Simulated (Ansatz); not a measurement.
# Dielectric response of KBr (001) films

Aim: the electronic and static ε of rocksalt KBr (001) from films of three thicknesses in a field.

Main program and level: Ansatz 0.2.0; plane-wave DFT, PBEsol, Ansatz PAW.

**1. Starting point**

The cell holds 6 atoms: 3 K and 3 Br. Its edges and angles: a = 4.667 Å, b = 4.667 Å, c = 24.600 Å, α = 90.0°, β = 90.0°, γ = 90.0°. It derives from KBr (rocksalt KBr). Vacuum lies along c.

**2. Relaxing the film, 6 atoms, units 3**

The structure is relaxed first, because levels and dipoles at a surface follow the positions of the outer atoms.

The input, input.yaml:

```yaml
crystal:
  lattice:
    - [4.66690476, 0.0, 0.0]
    - [0.0, 4.66690476, 0.0]
    - [0.0, 0.0, 24.6]
  atoms:
    - { symbol: K, position: [0.5, 0.5, 0.3658536585] }
    - { symbol: Br, position: [0.0, 0.0, 0.3658536585] }
    - { symbol: K, position: [0.0, 0.0, 0.5] }
    - { symbol: Br, position: [0.5, 0.5, 0.5] }
    - { symbol: K, position: [0.5, 0.5, 0.6341463415] }
    - { symbol: Br, position: [0.0, 0.0, 0.6341463415] }
kpoints:
  mp_grid: { grid: [6, 6, 1] }
hamiltonian:
  xc: pbesol
scf:
  occupations: { method: fixed }
  convergence: { dr2_threshold: 1.0e-09 }
efield:
  axis: 3
  dipole_correction: true
  ramp_position: 0.97
  ramp_width: 0.06
relax:
  f_tol: 0.003
  max_steps: 100
output:
  write_potential: true
  write_density: true
  volumetric_format: npy
```

Started as:

```console
ansatz run input.yaml --threads 4 --pin off --max-ram 12288MiB --backend cpu --events-out ev --progress --plain --runs-dir out
```

Numbers of over 12 decimals in the logs are rounded to 6 here.

Output:

```text
Engine: ansatz 0.2.0, aarch64-unknown-linux-gnu
Pseudopotentials: kind: paw
Pseudopotential: K, paw, valence charge 9, recommended cutoff 420 eV (normal), K.paw.azcp
Pseudopotential: Br, paw, valence charge 7, recommended cutoff 420 eV (normal), Br.paw.azcp
Functional definition: PBEsol
  exchange = pbesol_x
  correlation = pbesol_c
Crystal: 6 atoms, lattice volume = 535.788 Å³
Basis set: ecut = 420 eV, 10419 PW (Γ), exchange–correlation on 64×64×360 points (8 copies of the dense FFT grid, shifted against one another)
Bands: 30, of which v1, the nominal top of the filled ones, is band 24 counted from 1 (23 counted from 0)
Symmetry: 8 space group operations
k-points: 10 of 36
Non-local potential: K, projectors of the file, l = 0: 3, l = 1: 2, l = 2: 2
Non-local potential: Br, projectors of the file, l = 0: 2, l = 1: 2, l = 2: 2
PAW form: soft (Blöchl's): semilocal exchange-correlation on the pseudo side does not see the compensation charge
PAW frozen core: K, regenerated for the run's functional, and the local potential with it (the file was generated under x = pbe(κ = 0.804, μ = 0.219515), c = pbe(β = 0.066725))
PAW frozen core: Br, regenerated for the run's functional, and the local potential with it (the file was generated under x = pbe(κ = 0.804, μ = 0.219515), c = pbe(β = 0.066725))
PAW one-centre angular grid: K, 110 points (default); XC on 64 Gauss nodes
PAW one-centre angular grid: Br, 110 points (default); XC on 64 Gauss nodes
Initial density: superposition of atomic densities (neutral atoms: chi_scale 0, normalization atom), corrected by the library's trained network
Initial wavefunctions: pseudopotential atomic-orbital guess
Functional: x = pbesol(κ = 0.804, μ = 0.123457), c = pbesol(β = 0.046)
SCF iter   1: F=—  HF=-12767.622797 eV  |F-HF|=—  |Δ(HF+E_count)|=         —  Δρ=1.22e-3  dr2=9.28e-3  ethr=1.77e-3  p=0.000 e·Å  D=4.12e-14 V/Å  ΔV_dip=-0.00 eV  dr2_dipole=1.25e-10  V_vac-E_F(+/−)=5.90/5.90 eV  ⟨swp⟩=6.5  Hψ=1209  notcnv=0  defer=33
efield: sawtooth ramp at fractional position 0.9700 (set: `efield.ramp_position`, or a place that a band, a saddle search or an elastic batch's reference lends), width 0.0600; the density the first Hamiltonian is built on has a dipole p = 0.000 e·Å; the dipole correction subtracts the counter field D = 4.12e-14 V/Å, which shifts the + side's vacuum level by -0.00 eV against the − side's; the planar-averaged density in the ramp window peaks in size at 4.2e-6 e/Å³
preconditioner: auto → Resta (q_TF=auto, 1.825 Å⁻¹)  ε∞=1.6  [insulator: Δε(μ)=4.327 eV  Ē_g=13.236 eV  n_scr=50 (ndim 8)  ℏωp=10.4 eV  f_vac=0.580  ε∞_Penn≈1.6  vacuum switching on, ρ_ref=1.3e-2 e/Å³]
SCF iter   2: F=—  HF=-12767.621590 eV  |F-HF|=—  |Δ(HF+E_count)|=   1.21e-3  Δρ=5.51e-4  dr2=1.37e-3  ethr=1.93e-5  p=0.000 e·Å  D=3.01e-6 V/Å  ΔV_dip=-0.00 eV  dr2_dipole=6.39e-11  V_vac-E_F(+/−)=5.89/5.89 eV  ⟨swp⟩=3.7  Hψ=616  notcnv=0  defer=41
density mixer auto → msr1: gapped (density of states about μ 0.00 of a free-electron gas's, 50 screened modes)
SCF iter   3: F=—  HF=-12767.621796 eV  |F-HF|=—  |Δ(HF+E_count)|=   2.06e-4  Δρ=1.36e-4  dr2=9.63e-5  ethr=2.86e-6  p=-0.000 e·Å  D=-1.42e-6 V/Å  ΔV_dip=0.00 eV  dr2_dipole=5.47e-11  V_vac-E_F(+/−)=5.88/5.88 eV  ⟨swp⟩=4.4  Hψ=578  notcnv=0  defer=39
SCF iter   4: F=—  HF=-12767.621816 eV  |F-HF|=—  |Δ(HF+E_count)|=   2.02e-5  Δρ=3.83e-5  dr2=9.00e-6  ethr=2.01e-7  p=0.000 e·Å  D=8.42e-7 V/Å  ΔV_dip=-0.00 eV  dr2_dipole=9.90e-12  V_vac-E_F(+/−)=5.87/5.87 eV  ⟨swp⟩=2.0  Hψ=492  notcnv=0  defer=39
SCF iter   5: F=—  HF=-12767.621824 eV  |F-HF|=—  |Δ(HF+E_count)|=   7.99e-6  Δρ=6.77e-6  dr2=2.40e-7  ethr=1.88e-8  p=-0.000 e·Å  D=-1.21e-7 V/Å  ΔV_dip=0.00 eV  dr2_dipole=3.79e-13  V_vac-E_F(+/−)=5.87/5.87 eV  ⟨swp⟩=2.3  Hψ=396  notcnv=0  defer=39
SCF iter   6: F=—  HF=-12767.621918 eV  |F-HF|=—  |Δ(HF+E_count)|=   9.40e-5  Δρ=2.65e-6  dr2=5.07e-8  ethr=5.00e-10  p=0.000 e·Å  D=2.52e-7 V/Å  ΔV_dip=-0.00 eV  dr2_dipole=9.24e-13  V_vac-E_F(+/−)=5.87/5.87 eV  ⟨swp⟩=2.0  Hψ=509  notcnv=0  defer=38
SCF iter   7: F=—  HF=-12767.621918 eV  |F-HF|=—  |Δ(HF+E_count)|=   1.01e-8  Δρ=5.29e-7  dr2=1.59e-9  ethr=1.06e-10  p=-0.000 e·Å  D=-2.80e-8 V/Å  ΔV_dip=0.00 eV  dr2_dipole=1.42e-14  V_vac-E_F(+/−)=5.87/5.87 eV  ⟨swp⟩=2.0  Hψ=497  notcnv=0  defer=38
SCF iter   8: F=-12767.621918 eV  HF=-12767.621918 eV  |F-HF|=1.09e-11  |Δ(HF+E_count)|=   3.51e-9  Δρ=1.07e-7  dr2=9.12e-11  ethr=2.08e-12  p=0.000 e·Å  D=4.68e-8 V/Å  ΔV_dip=-0.00 eV  dr2_dipole=3.54e-14  V_vac-E_F(+/−)=5.87/5.87 eV  ⟨swp⟩=7.9  Hψ=1719  notcnv=0
SCF 1 converged in 8 iterations: F = -12767.621918 eV  dr2 = 9.12e-11
  greatest PAW one-centre occupation: 0.987 electrons in one spin orbital (limit 2), on the K atom at site 2 (counted from 0), in its partial waves of l = 0
relax step   1: F+E_penalty+E_count = -12767.62191817 eV  Δ(F+E_penalty+E_count) = +0.000e0 eV  max|allowed force component| = 9.699e-2 eV/Å  Δτ_max = 0.0000 Å  (8 SCF iters, accepted)
Initial density: handed on by an earlier stage of this run
Initial wavefunctions: those handed on with the density
iter 1 solved again at ethr=2.53e-6 eV; its pass at ethr=3.10e-3 eV (dr2=1.22e-3 eV) is discarded
SCF iter   1: F=—  HF=-12767.626903 eV  |F-HF|=—  |Δ(HF+E_count)|=         —  Δρ=2.51e-4  dr2=1.17e-3  ethr=2.53e-6  p=0.000 e·Å  D=4.68e-8 V/Å  ΔV_dip=-0.00 eV  dr2_dipole=1.65e-13  V_vac-E_F(+/−)=5.88/5.88 eV  ⟨swp⟩=3.4  Hψ=1287  notcnv=0  defer=40
efield: sawtooth ramp at fractional position 0.9700 (set: `efield.ramp_position`, or a place that a band, a saddle search or an elastic batch's reference lends), width 0.0600; the density the first Hamiltonian is built on has a dipole p = 0.000 e·Å; the dipole correction subtracts the counter field D = 4.68e-8 V/Å, which shifts the + side's vacuum level by -0.00 eV against the − side's; the planar-averaged density in the ramp window peaks in size at 7.5e-8 e/Å³
preconditioner: auto → Resta (q_TF=auto, 1.825 Å⁻¹)  ε∞=1.6  [insulator: Δε(μ)=4.392 eV  Ē_g=13.284 eV  n_scr=50 (ndim 8)  ℏωp=10.4 eV  f_vac=0.583  ε∞_Penn≈1.6  vacuum switching on, ρ_ref=1.3e-2 e/Å³]
SCF iter   2: F=—  HF=-12767.627395 eV  |F-HF|=—  |Δ(HF+E_count)|=   4.92e-4  Δρ=1.46e-4  dr2=2.50e-4  ethr=2.44e-6  p=-0.000 e·Å  D=-6.51e-8 V/Å  ΔV_dip=0.00 eV  dr2_dipole=3.20e-14  V_vac-E_F(+/−)=5.93/5.93 eV  ⟨swp⟩=3.6  Hψ=422  notcnv=0  defer=40  κ⁻¹=1.0e0(r=1)
density mixer auto → broyden: gapped, where msr1 would fit the directions that read negative (density of states about μ 0.00 of a free-electron gas's, 50 screened modes)
[...]
preconditioner: auto → Resta (q_TF=auto, 1.825 Å⁻¹)  ε∞=1.6  [insulator: Δε(μ)=4.405 eV  Ē_g=13.307 eV  n_scr=50 (ndim 8)  ℏωp=10.4 eV  f_vac=0.585  ε∞_Penn≈1.6  vacuum switching on, ρ_ref=1.3e-2 e/Å³]
SCF iter   2: F=—  HF=-12767.628744 eV  |F-HF|=—  |Δ(HF+E_count)|=   2.14e-4  Δρ=1.40e-4  dr2=1.33e-4  ethr=2.62e-6  p=-0.000 e·Å  D=-1.23e-7 V/Å  ΔV_dip=0.00 eV  dr2_dipole=1.76e-13  V_vac-E_F(+/−)=5.98/5.98 eV  ⟨swp⟩=3.3  Hψ=498  notcnv=0  defer=40  κ⁻¹=1.0e0(r=1)
density mixer auto → broyden: gapped, where msr1 would fit the directions that read negative (density of states about μ 0.00 of a free-electron gas's, 50 screened modes)
SCF iter   3: F=—  HF=-12767.628907 eV  |F-HF|=—  |Δ(HF+E_count)|=   1.63e-4  Δρ=6.34e-5  dr2=3.03e-5  ethr=2.76e-7  p=0.000 e·Å  D=1.08e-8 V/Å  ΔV_dip=-0.00 eV  dr2_dipole=3.45e-15  V_vac-E_F(+/−)=5.99/5.99 eV  ⟨swp⟩=3.2  Hψ=420  notcnv=0  defer=40  κ⁻¹=4.5e-2(r=2)
SCF iter   4: F=—  HF=-12767.628942 eV  |F-HF|=—  |Δ(HF+E_count)|=   3.52e-5  Δρ=1.10e-5  dr2=6.26e-7  ethr=6.32e-8  p=0.000 e·Å  D=3.59e-9 V/Å  ΔV_dip=-0.00 eV  dr2_dipole=1.61e-15  V_vac-E_F(+/−)=6.00/6.00 eV  ⟨swp⟩=2.8  Hψ=402  notcnv=0  defer=40  κ⁻¹=2.5e-3(r=3)
SCF iter   5: F=—  HF=-12767.629038 eV  |F-HF|=—  |Δ(HF+E_count)|=   9.55e-5  Δρ=3.94e-6  dr2=5.50e-8  ethr=1.30e-9  p=0.000 e·Å  D=1.70e-8 V/Å  ΔV_dip=-0.00 eV  dr2_dipole=2.44e-17  V_vac-E_F(+/−)=6.00/6.00 eV  ⟨swp⟩=2.7  Hψ=509  notcnv=0  defer=38  κ⁻¹=6.8e-5(r=4)
SCF iter   6: F=—  HF=-12767.629038 eV  |F-HF|=—  |Δ(HF+E_count)|=   1.04e-7  Δρ=7.06e-7  dr2=2.23e-9  ethr=1.15e-10  p=0.000 e·Å  D=2.04e-8 V/Å  ΔV_dip=-0.00 eV  dr2_dipole=7.50e-18  V_vac-E_F(+/−)=6.00/6.00 eV  ⟨swp⟩=2.0  Hψ=496  notcnv=0  defer=38  κ⁻¹=6.4e-6(r=5)
SCF iter   7: F=-12767.629038 eV  HF=-12767.629038 eV  |F-HF|=2.64e-10  |Δ(HF+E_count)|=   4.03e-9  Δρ=1.95e-7  dr2=1.78e-10  ethr=2.08e-12  p=0.000 e·Å  D=2.12e-8 V/Å  ΔV_dip=-0.00 eV  dr2_dipole=5.91e-16  V_vac-E_F(+/−)=6.00/6.00 eV  ⟨swp⟩=7.7  Hψ=1683  notcnv=0
SCF 3 converged in 7 iterations: F = -12767.629038 eV  dr2 = 1.78e-10
relax step   3: F+E_penalty+E_count = -12767.62903802 eV  Δ(F+E_penalty+E_count) = -1.211e-3 eV  max|allowed force component| = 4.165e-3 eV/Å  Δτ_max = 0.0337 Å  (7 SCF iters, accepted)
SCF iter   1: F=—  HF=-12767.628946 eV  |F-HF|=—  |Δ(HF+E_count)|=         —  Δρ=1.51e-5  dr2=3.85e-6  ethr=1.15e-7  p=0.000 e·Å  D=2.12e-8 V/Å  ΔV_dip=-0.00 eV  dr2_dipole=2.80e-14  V_vac-E_F(+/−)=6.00/6.00 eV  ⟨swp⟩=3.4  Hψ=749  notcnv=0  defer=40
efield: sawtooth ramp at fractional position 0.9700 (set: `efield.ramp_position`, or a place that a band, a saddle search or an elastic batch's reference lends), width 0.0600; the density the first Hamiltonian is built on has a dipole p = 0.000 e·Å; the dipole correction subtracts the counter field D = 2.12e-8 V/Å, which shifts the + side's vacuum level by -0.00 eV against the − side's; the planar-averaged density in the ramp window peaks in size at 6.3e-8 e/Å³
preconditioner: auto → Resta (q_TF=auto, 1.825 Å⁻¹)  ε∞=1.6  [insulator: Δε(μ)=4.386 eV  Ē_g=13.268 eV  n_scr=50 (ndim 8)  ℏωp=10.4 eV  f_vac=0.584  ε∞_Penn≈1.6  vacuum switching on, ρ_ref=1.3e-2 e/Å³]
SCF iter   2: F=—  HF=-12767.629048 eV  |F-HF|=—  |Δ(HF+E_count)|=   1.02e-4  Δρ=8.71e-6  dr2=8.39e-7  ethr=8.02e-9  p=-0.000 e·Å  D=-2.50e-8 V/Å  ΔV_dip=0.00 eV  dr2_dipole=3.08e-15  V_vac-E_F(+/−)=6.00/6.00 eV  ⟨swp⟩=2.0  Hψ=453  notcnv=0  defer=37  κ⁻¹=1.0e0(r=1)
density mixer auto → broyden: gapped, where msr1 would fit the directions that read negative (density of states about μ 0.00 of a free-electron gas's, 50 screened modes)
SCF iter   3: F=—  HF=-12767.629049 eV  |F-HF|=—  |Δ(HF+E_count)|=   3.19e-7  Δρ=3.28e-6  dr2=8.82e-8  ethr=1.75e-9  p=-0.000 e·Å  D=-2.85e-9 V/Å  ΔV_dip=0.00 eV  dr2_dipole=4.48e-15  V_vac-E_F(+/−)=6.00/6.00 eV  ⟨swp⟩=2.0  Hψ=367  notcnv=0  defer=39  κ⁻¹=1.2e-1(r=2)
SCF iter   4: F=—  HF=-12767.629049 eV  |F-HF|=—  |Δ(HF+E_count)|=   5.75e-8  Δρ=9.78e-7  dr2=4.40e-9  ethr=1.84e-10  p=-0.000 e·Å  D=-2.58e-8 V/Å  ΔV_dip=0.00 eV  dr2_dipole=9.19e-18  V_vac-E_F(+/−)=6.00/6.00 eV  ⟨swp⟩=2.1  Hψ=391  notcnv=0  defer=39  κ⁻¹=4.6e-3(r=3)
SCF iter   5: F=-12767.629049 eV  HF=-12767.629049 eV  |F-HF|=4.24e-10  |Δ(HF+E_count)|=   3.69e-9  Δρ=2.42e-7  dr2=2.18e-10  ethr=2.08e-12  p=-0.000 e·Å  D=-2.65e-8 V/Å  ΔV_dip=0.00 eV  dr2_dipole=3.83e-15  V_vac-E_F(+/−)=6.00/6.00 eV  ⟨swp⟩=7.1  Hψ=1709  notcnv=0
SCF 4 converged in 5 iterations: F = -12767.629049 eV  dr2 = 2.18e-10
relax step   4: F+E_penalty+E_count = -12767.62904858 eV  Δ(F+E_penalty+E_count) = -1.056e-5 eV  max|allowed force component| = 8.315e-5 eV/Å  Δτ_max = 0.0027 Å  (5 SCF iters, accepted)
NSCF: frozen V_eff on 10 k-points
the band table was solved once a step of the walk had ended and its energy, with any forces and stress, was formed, with the checks that follow a solve (2061 applications of the Hamiltonian). They found nothing against the state; the energy, forces and stress were not computed again (output.eigenvalues in the input reference)
SCF converged after 5 iterations
Stability not checked: this state was not tested for a lower state beside it, because the mixer in use, unlike msr1, does not test its closes by its own steps (another_mixer; see scf.mixing.algorithm and scf.lower_state_search)
Free energy (F): -12767.629049 eV
Harris-Foulkes:  -12767.629049 eV  (|F-HF|=4.24e-10)
Internal energy: -12767.629049 eV  (E = F + TS)
E sigma→0 (E₀):  -12767.629049 eV
Fermi energy:    -3.164196 eV
Dipole field:    D = 0.000000 V/Å  (p = 0.000000 e·Å, saw-weighted, corrected)
Work function:   Φ+ = 5.9961 eV   Φ− = 5.9961 eV
Levels:          The Fermi level and band energies are counted from a zero that moves with the ramp; work functions are not
--- Per-component energies (eV) ---
  E_band       = -603.584760
  E_kinetic    = 1162.861702
  E_local      = -17638.786829  (includes V_loc(G=0)·N_el)
  E_nonlocal   = 251.928853
  E_hartree    = 8273.795397
  E_xc         = -1186.640910
  E_vxc        = -804.453988  (∫ρ·V_xc dr)
  E_paw        = -8893.574716  (= ΣΔE_a)
  E_vpaw       = -122.725305  (= ΣTr[D̂ρ^β])
  E_aug_tail   = -0.000011  (compensation charges beyond the density's cutoff)
  E_efield     = 0.000000  (sawtooth field / dipole correction)
  E_vefield    = 0.000000  (∫n·V_field dr)
  E_ewald      = 5262.186998
  E_core_change = 0.600466  (= ΣΔE_core)
  E_smearing   = -0.000000  (= −TS)
  E_closure    = -0.000000  (closes the sum)
  Σ components = -12767.629049   (vs F -12767.629049, Δ=0.00e0)
--- Forces (eV/Å), atoms counted from 1 ---
  atom   1  K      0.00000000     0.00000000     0.00008315
  atom   2  Br    -0.00000000     0.00000000     0.00006758
  atom   3  K      0.00000000     0.00000000     0.00000012
  atom   4  Br    -0.00000000     0.00000000    -0.00000015
  atom   5  K     -0.00000000     0.00000000    -0.00008299
  atom   6  Br     0.00000000     0.00000000    -0.00006773
  max |Σ_I F_I| component: 2.35e-8 eV/Å
--- Band table (eV; the first three rows and the last of 10) ---
  k-point 0: bands = [... 20 lower, -3.2226, -3.2226, -3.1642, -3.1642, 1.2227, 1.7745, 2.5374, 2.7011, ... 2 higher]
  k-point 1: bands = [... 20 lower, -3.3706, -3.2691, -3.2560, -3.2231, 1.6193, 2.0412, 2.7367, 3.0449, ... 2 higher]
  k-point 2: bands = [... 20 lower, -3.3975, -3.3592, -3.3387, -3.3246, 2.4744, 2.6299, 3.1625, 3.6745, ... 2 higher]
  k-point 9: bands = [... 20 lower, -3.5174, -3.5174, -3.4037, -3.2577, 2.9089, 2.9089, 3.8272, 3.9393, ... 2 higher]
--- Relaxed structure (4 steps of the walk, 4 accepted, 0 SCFs on fresh bases) ---
  F+E_penalty+E_count = -12767.62904858 eV   max|allowed force component| = 8.315e-5 eV/Å
  atoms:
    - { symbol: K, position: [0.5, 0.5, 0.368958] }
    - { symbol: Br, position: [0, 0.0, 0.366784] }
    - { symbol: K, position: [0, 0.0, 0.500000] }
    - { symbol: Br, position: [0.5, 0.5, 0.500000] }
    - { symbol: K, position: [0.5, 0.5, 0.631042] }
    - { symbol: Br, position: [0, 0.0, 0.633216] }
```

Run time: 14 s. Hardware: 4 threads of Arm Neoverse V1, shared host; peak memory 0.76 GiB; 51 s of CPU time.

Relaxation path:

```csv
step,energy less that of the first step (eV),largest force component (eV/Å)
1,0.0000,0.0970
2,-0.0059,0.0326
3,-0.0071,0.0042
4,-0.0071,0.0001
```

The run keeps the 8 symmetry operations that it works with, so distortions that break them were not tested.

The atoms that moved most (Å):

```csv
atom,dx,dy,dz,length
K5,0.000,0.000,-0.076,0.076
K1,0.000,0.000,0.076,0.076
Br2,0.000,0.000,0.023,0.023
Br6,0.000,0.000,-0.023,0.023
```

Final coordinates:

```xyz
6
Lattice="4.6669 0.0000 0.0000 0.0000 4.6669 0.0000 0.0000 0.0000 24.6000" Properties=species:S:1:pos:R:3
K     2.3335    2.3335    9.0764
Br    0.0000    0.0000    9.0229
K     0.0000    0.0000   12.3000
Br    2.3335    2.3335   12.3000
K     2.3335    2.3335   15.5236
Br    0.0000    0.0000   15.5771
```

Numbers from this step:

* gap on the k-mesh: 4.387 eV
* dipole along the normal: 7.24e-8 e·Å
* ionisation energy, upper face: 5.996 eV
* electron affinity, upper face: 1.609 eV

Running mean over 3.3 Å of the planar mean; the ramp of the sawtooth is left out. Electron's electrostatic potential energy less the highest filled level against z:

z (Å), electron's electrostatic potential energy less the highest filled level (eV) and a bar from the least value:
```
        4       6.00 ##############################
        5       5.99 ##############################
        6       5.93 ##############################
        7       4.81 #######################
        8       1.41 ####
        9       0.82 #
       10       0.76 #
       11       0.68 
       12       0.82 #
       13       0.80 #
       14       0.66 
       15       0.80 #
       16       0.88 #
       17       2.58 ###########
       18       5.63 ############################
       19       5.98 ##############################
       20       5.99 ##############################
       21       6.00 ##############################
```

The relaxation took 4 steps and lowered the energy by 0.0071 eV; the largest force on the free atoms ends at 8.3e-5 eV/Å.

The gap is 4.39 eV, with the valence edge 6.00 eV and the conduction edge 1.61 eV under the upper vacuum level.

(Part 1 of 5 ends here.)

[Logs are printed without paths, hosts, clocks, repeated set-up lines and the standing remarks that a program may print on its own settings, such as how far it seeks lower states.]

[Hosts, paths, dates, database ids (printed as entryN), source tags and the programs' standing remarks are cut or masked in the printed files.]

[Maps of the electrostatic potential energy from Ansatz leave out the sawtooth potential of an applied field or a dipole correction, so their vacuum need not be flat; planar profiles and work functions include it.]
